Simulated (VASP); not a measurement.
A run of VASP 6.6.1:

The input POSCAR:

```
BaS
1.0
    3.8337582655      0.0000000000      0.0000000000
    0.0000000000      3.8337582655      0.0000000000
    0.0000000000      0.0000000000      3.8337582655
Ba S
1 1
Direct
    0.0000000000      0.0000000000      0.0000000000
    0.5000000000      0.5000000000      0.5000000000
```

The input INCAR.step1:

```
SYSTEM = BaS
  PREC = Accurate
  ENCUT = 520
  EDIFF = 1E-5
  ISMEAR = 0
  SIGMA = 0.01
  LREAL = .False.
  LASPH = .True.
  NELM = 100
  ALGO = Normal
  ISIF = 2
  LWAVE = .True.
  NBANDS = 15
  GGA = PE
```

INCAR.step2

```
SYSTEM = BaS
  PREC = Accurate
  ENCUT = 520
  EDIFF = 1E-6
  ISMEAR = 0
  SIGMA = 0.01
  LREAL = .False.
  LASPH = .True.
  NELM = 100
  ALGO = Normal
  ISIF = 2
  LWAVE = .False.
  LCHARG = .True.
  GGA = PE
  LHFCALC = .True.
  HFSCREEN = 0.2079
  PRECFOCK = Normal
  LELF = .True.
  LVHAR = .True.
  NBANDS = 15
  ISTART = 1
```

File KPOINTS:

```
Automatic mesh
0
Gamma
  4 4 4
  0 0 0
```

Potentials or basis: VASP PAW PBE potentials, release 64 (Ba_sv, S).

Launch:

```sh
$ cat potpaw_PBE.64/Ba_sv/POTCAR potpaw_PBE.64/S/POTCAR > POTCAR
$ cp INCAR.step1 INCAR
$ mpirun -np 1 vasp_std > vasp.out
$ cp INCAR.step2 INCAR
$ mpirun -np 1 vasp_std > vasp.out
```

Hardware: 1 thread of AMD EPYC 7R43 64-Core Processor (Zen 3) (shared host).

Task: How long does it take, and how much memory?

Result: It took 12 min on 1 thread of AMD EPYC 7R43 64-Core Processor (Zen 3), with other jobs on the host, peak memory 0.24 GiB. Counts: scf iterations 9, k points 10.
